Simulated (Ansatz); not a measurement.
Wurtzite InN

Computed with HSE06 (PAW; Ansatz, a program for electronic structure).

Settings: plane-wave cutoff 460 eV, 9×9×6 k mesh (along the axes of the cell as run), Fermi–Dirac smearing 0.01 eV, scalar-relativistic PAW data made under PBE.

Cell (relaxed at this level):

InN is modelled in the hexagonal space group P6₃mc (No. 186), the wurtzite structure, Pearson symbol hP4. Cell: a = b = 3.538 Å, c = 5.701 Å, α = β = 90.00°, γ = 120.00°. In on 2b sees 4 N at 2.155–2.164 Å (tetrahedral). N on 2b is surrounded by 4 In at 2.155–2.164 Å (tetrahedral). (Neighbours: up to the widest gap in distance over summed covalent radii, below 1.35, at either atom; cation-cation and far metal-metal contacts left out.)

| Property | Result |
|---|---|
| band gap | 0.71 eV (on the SCF k mesh) |

Measured, for comparison: band gap 0.77 eV (zero-point shift of 0.07 eV (the table's estimate, ZP (est)) added back here, E0, Γ; inputs from arXiv:2302.06325).

Spin–orbit coupling is not included.

Computed values are for the static lattice.
